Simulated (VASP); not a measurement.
Wanted: the native input for a VASP 6.6.1 run.

| Quantity | Value |
| --- | --- |
| Task | single point |
| Functional | PBE |
| Dispersion | D3(BJ) |
| Potentials or basis | VASP PAW PBE potentials, release 64 (C) |
| Cutoff | 520 eV |
| k mesh | 2 × 2 × 1 |
| Occupations | fermi-dirac, width 0.02 eV |
| Spin | collinear spin, typed start |
| Starting moments | [0.0, 0.0, 0.0, 0.0, 0.0, 0.0, 0.0, 0.0, 0.0, 0.0, 0.0, 0.0, 0.0, 0.0, 0.0, 0.0, 0.0, 0.0, 1.0] μB |
| Dipole correction | no |
| Further INCAR settings | LREAL = Auto; ALGO = Normal; EDIFF = 1e-07; NBANDS = 57 |

The structure of C lies in POSCAR:

```
C
1.0
    7.3980000000      0.0000000000      0.0000000000
   -3.6990000000      6.4068560000      0.0000000000
    0.0000000000      0.0000000000     12.0000000000
C
19
Direct
   -0.0029515926      0.0003805622      0.0766830371
    0.2168965890      0.1102461711      0.0774035673
   -0.0036256004      0.3331264922      0.0751337515
    0.2154096044      0.4395154719      0.0835909756
   -0.0035661641      0.6670168988      0.0758987052
    0.2156214499      0.7795744735      0.0844644625
    0.3285007889     -0.0008068791      0.0816093237
    0.5529180307      0.1115962189      0.0811956501
    0.3282930627      0.3328491923      0.0812384261
    0.5528031815      0.4452893552      0.0815691777
    0.3208251813      0.6618608443      0.1096363789
    0.5606794666      0.7825894187      0.1095200735
    0.6658620246      0.0049803179      0.0837211875
    0.8849675103      0.1113611433      0.0751783935
    0.6643895443      0.3342065579      0.0773620055
    0.8842629512      0.4440787520      0.0766857694
    0.6657072509      0.6648593917      0.0840679828
    0.8849060059      0.7774449543      0.0757731412
    0.4410209147      0.7218157626      0.2192673908
```

The cell was built by a generator and needn't be a form met in nature.

One way to write it, as run:

INCAR

```
SYSTEM = C
PREC     = Accurate       ! precision mode
ENCUT    = 520            ! plane-wave cutoff, eV
EDIFF    = 1E-7           ! SCF threshold, eV
ISMEAR   = -1             ! smearing method
SIGMA    = 0.02           ! smearing width, eV
LREAL    = Auto         
LASPH    = .TRUE.         ! aspherical terms in the spheres
NELM     = 150            ! most SCF steps
ALGO     = Normal         ! electronic algorithm
ISIF     = 2              ! what is computed and relaxed
LWAVE    = .FALSE.        ! write WAVECAR
LCHARG   = .FALSE.        ! write CHGCAR
ISPIN    = 2              ! spin polarisation
MAGMOM   = 0 0 0 0 0 0 0 0 0 0 0 0 0 0 0 0 0 0 1 ! initial moments
LORBIT   = 11             ! projections on sites
GGA      = PE             ! functional
IVDW     = 12             ! dispersion correction
NBANDS   = 57             ! bands
```

KPOINTS

```
Automatic mesh
0
G
  2 2 1
  0 0 0
```

Potentials or basis: VASP PAW PBE potentials, release 64 (C).

The run is started by

```console
$ cat potpaw_PBE.64/C/POTCAR > POTCAR
$ mpirun -np 1 vasp_std > vasp.out
```

Results of the run:

```json
{"Largest force": "0.068 eV/Å", "Band gap on the k mesh": "none (metal or under the smearing width)", "Net moment": "0.50 μB per cell", "Site moments": "C +0.00, -0.00, +0.01, -0.01, +0.17 μB", "Valence electrons inside the program's atomic spheres": "C 2.66, 2.65, 2.64, 2.28", "Dispersion energy per atom": "-0.090 eV"}
```

Caveat: the k mesh is coarse (spacing up to 0.49 Å⁻¹), so the values aren't converged.

Wall time 7.3 min on 1 thread of Intel(R) Xeon(R) Platinum 8488C (Sapphire Rapids) (shared host), peak memory 0.84 GiB.
